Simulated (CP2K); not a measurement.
NaH under changes of volume

One of the cells (14.527 Å³/atom); the others are scaled copies at fixed shape and fractional positions:

```xyz
2
Lattice="3.4507 0.0000 0.0000 1.7253 2.9884 0.0000 1.7253 0.9961 2.8175" Properties=species:S:1:pos:R:3 pbc="T T T"
Na    0.0000    0.0000    0.0000
H     3.4507    1.9923    1.4087
```

| Quantity | Value |
| --- | --- |
| Program | CP2K 2026.2 |
| Functional | PBE |
| Potentials or basis | POTENTIAL_UZH Na GTH-PBE-q9, H GTH-PBE-q1; TZVP-MOLOPT-PBE-GTH basis |
| Density cutoff | 18368 eV |
| k mesh | 9 × 9 × 9 |
| Occupations | fermi-dirac, width 0.05 eV |
| Spin | no spin polarisation |

```tsv
volume (Å³/atom)	energy over the lowest point (meV/atom)	pressure (GPa)	gap on the mesh (eV)
13.655	2.03	1.1	4.21
13.946	0.55	0.6	4.16
14.236	0.00	0.1	4.12
14.527	0.96	-0.4	4.07
14.817	?	?	?
15.108	3.91	-1.2	3.99
15.398	6.38	-1.5	3.96
```

What does the run at 14.817 Å³/atom give?

Energy over the lowest point 2.09 meV/atom; pressure -0.8 GPa; gap on the mesh 4.03 eV.

Worked out: A Birch-Murnaghan fit of order 3 (a polynomial in V^(-2/3)) to the other rows has its minimum at 14.19 Å³/atom with B0 = V·E''(V) = 26 GPa (rough, since the energies scatter). It gives 2.11 meV/atom at 14.817 Å³/atom, against the run's 2.09, and -dE/dV = -0.9 GPa, against -0.8. A straight line through the other rows of the gap, of slope -2.1 eV per unit of ln V, gives 4.03 eV, against the run's 4.03.

Energies are extrapolated to zero smearing.

Caveats: an odd mesh through Γ misses points on the zone boundary, where band edges often lie; the basis of atomic orbitals isn't converged, which shifts pressures, moduli and gaps.
